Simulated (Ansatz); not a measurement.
# SnSe: the cost of one run

Computed with Ansatz 0.2.0 (DFT PBE with spin–orbit coupling, plane waves, PAW, unless a step's input says otherwise).

2 further runs of the same task are left out: 1 that didn't finish, 1 set aside as unsound or not needed.

### 1 The structure to begin with

Symmetry: Fm-3m, No. 225, cubic system. The conventional cell has a = 6.020 Å, b = 6.020 Å, c = 6.020 Å, α = 90.00°, β = 90.00°, γ = 90.00°. Around Sn (site symmetry m-3m) lie 6 Se at 3.01 Å. Se (site symmetry m-3m) has 6 Sn at 3.01 Å as nearest neighbours.

Coordinates:

```xyz
2
Lattice="0.0000 3.0100 3.0100 3.0100 0.0000 3.0100 3.0100 3.0100 0.0000" Properties=species:S:1:pos:R:3 pbc="T T T"
Sn    0.0000    0.0000    0.0000
Se    3.0100    3.0100    3.0100
```

The cell is the deposited one, not relaxed. An earlier run on this cell at PBE, without spin–orbit coupling gave 1.03 GPa at 27.271 Å³/atom (10×10×10 mesh), mesh gap 0.50 eV.

### 2 Spin-orbit coupling: topological invariants

File input.yaml:

```yaml
crystal:
  lattice:
    - [0.0, 3.0099999632, 3.0099999632]
    - [3.0099999632, 0.0, 3.0099999632]
    - [3.0099999632, 3.0099999632, 0.0]
  atoms:
    - { symbol: Sn, position: [0.0, 0.0, 0.0] }
    - { symbol: Se, position: [0.5, 0.5, 0.5] }
basis:
  ecutwfc: 420
  ecutrho_ratio: 4
kpoints:
  mp_grid: { grid: [6, 6, 6] }
hamiltonian:
  xc: pbe
scf:
  occupations: { method: gaussian, width: 0.05 }
output:
  forces: true
  stress: true
  eigenvalues: true
  populations: true
  topological_invariants: true
magnetization:
  noncollinear: true
  spin_orbit: true
```

On the command line:

```sh
ansatz run input.yaml --threads 4 --pin off --max-ram 9216MiB --backend cpu --events-out ev --progress --plain --runs-dir out
```

What time and memory should one allow on 4 threads of Arm Neoverse V2, shared host?

About 42 s, with a peak of 1 GiB.
